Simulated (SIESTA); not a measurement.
Input of a SIESTA 5.4.2 run:

File run.py:

```python
from ase import Atoms
from ase.calculators.siesta import Siesta
from ase.units import Ry, GPa
from ase.calculators.mixing import SumCalculator
from dftd4.ase import DFTD4
from ase.eos import EquationOfState

atoms = Atoms(
    ['Ta', 'S', 'S'],
    cell=[
        [3.35, 0.0, 0.0],
        [-1.675, 2.9011851027, 0.0],
        [0.0, 0.0, 5.86],
    ],
    scaled_positions=[
        [0.0, 0.0, 0.0],
        [0.6666666667, 0.3333333333, 0.75],
        [0.3333333333, 0.6666666667, 0.25],
    ],
    pbc=True,
)

fdf = {
    'SCFMustConverge': False,
    'OccupationFunction': 'FD',
    'ElectronicTemperature': '0.05 eV',
    'MaxSCFIterations': '120',
    'SCF.Mixer.Method': 'Pulay',
    'SCF.Mixer.Weight': '0.25',
    'SCF.Mixer.History': '8',
    'SCF.DM.Tolerance': '5.0e-05',
    'SCF.H.Tolerance': '1.0e-03 eV',
    'WriteForces': 'true',
    'Charge.Mulliken': 'end',
}
calc = Siesta(
    label="TaS2",
    command="siesta < PREFIX.fdf > PREFIX.out",
    pseudo_path="pseudos",
    pseudo_qualifier="",
    xc=('GGA', 'RPBE'),
    basis_set="DZP",
    mesh_cutoff=800 * Ry,
    energy_shift=0.002 * Ry,
    kpts=[9, 9, 5],
    spin="non-polarized",
    fdf_arguments=fdf,
)
disp = DFTD4(method="RPBE")
atoms.calc = SumCalculator([calc, disp])

cell0 = atoms.cell.copy()
volumes, energies = [], []
for x in [0.94, 0.96, 0.98, 1.0, 1.02, 1.04, 1.06]:
    atoms.set_cell(cell0 * x ** (1 / 3), scale_atoms=True)
    volumes.append(atoms.get_volume() / len(atoms))
    energies.append((calc.get_potential_energy(atoms, force_consistent=True) + disp.get_potential_energy(atoms)) / len(atoms))
    print(f"V = {volumes[-1]:.5f} A^3/atom   F = {energies[-1]:.6f} eV/atom", flush=True)
v0, e0, b0 = EquationOfState(volumes, energies, eos="birchmurnaghan").fit()
print(f"v0 = {v0:.4f} A^3/atom, e0 = {e0:.5f} eV/atom, B0 = {b0 / GPa:.1f} GPa")
```

Potentials or basis: PseudoDojo 0.4 standard (PBE files), DZP (energy shift 0.002 Ry).

Launch:

```sh
$ python run.py
```

(1) What does it give for the equilibrium volume?

(2) Predict the pressure derivative of the bulk modulus.

Answers

(1) 19.79 Å³/atom.

(2) 4.3.

Caveat: semicore shells carry a single zeta, which can move pressures by several GPa and volumes by a few percent; the cell was scaled at fixed shape and fractional positions, which overstates the stiffness of a crystal with free parameters, most of all of layers and chains; the potentials were made for another functional, which shifts forces and pressure; the basis of atomic orbitals isn't converged, which shifts pressures, moduli and gaps.
